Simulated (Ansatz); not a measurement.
Sn: energy along a strain

Sn, Immm, a = 3.453 Å, b = 3.551 Å, c = 4.677 Å (as given, not relaxed at this level: -3.6 GPa). This isn't the element's structure at ambient conditions. Ansatz: PBEsol, PAW, 420 eV, Γ-centred 20×20×20 mesh on 1 atom, Gaussian smearing 0.15 eV; no spin polarisation. Cell vectors (Å): -1.727 1.776 2.338; 1.727 -1.776 2.338; 1.727 1.776 -2.338. The cell is strained by x per cent times the pattern (0 0 0 0 1 0) in the order xx yy zz yz xz xy (engineering shears), with fractional coordinates held. y is the free energy over the start, V0 = 28.673 Å³/atom. Symmetry makes y even in x. Points with a strain past 8.5 % were computed too (4) and aren't used here.

| x (%) | y (meV/atom) |
| --- | --- |
| -7.50 | 5.37 |
| 0.00 | 0.00 |
| 1.87 | 0.34 |
| 3.75 | ? |
| 5.62 | 2.99 |

Question: Fit y = c2 x² + c4 x⁴ to the other rows, get the stiffness along the pattern, and predict the missing energy.

Answer: Least squares on the rows shown. y = 0.09386 x² + 2.836×10⁻⁵ x⁴. The clamped-ion stiffness p·C·p = 2 × 0.9386 eV × 160.2 / 28.673 Å³ = 10.5 GPa, which is C55 in these axes (second derivative at the start, which stands under stress). At x = 3.75 the fit asked for gives 1.33 meV/atom. The run gave 1.35 meV/atom, so the fit is 0.02 meV/atom too low, a small miss on the scale of the series.

The energy rises almost quadratically with the shear, so this lattice resists it, but only weakly: 10.5 GPa is soft even for a metal. The shear lengthens some body-diagonal contacts and shortens others, so their first-order energy changes cancel and only a small second-order cost remains. In a nearly close-packed arrangement, tin's s and p electrons are largely delocalised and probably give little of the directional, angle-dependent resistance found in the covalent diamond-type form. The stretched cell may soften the response further.

With one atom per primitive cell there is no internal displacement to relax, so the clamped-ion value is also the full elastic response to this strain. The quartic term is a minor correction, and its positive sign isn't secure: the energy divided by the squared strain doesn't change steadily along the series. Small shifts in Fermi-surface occupation or sampling could produce such scatter. The positive curvature shows resistance to this one homogeneous shear, not to other shears or to finite-wavelength phonons.
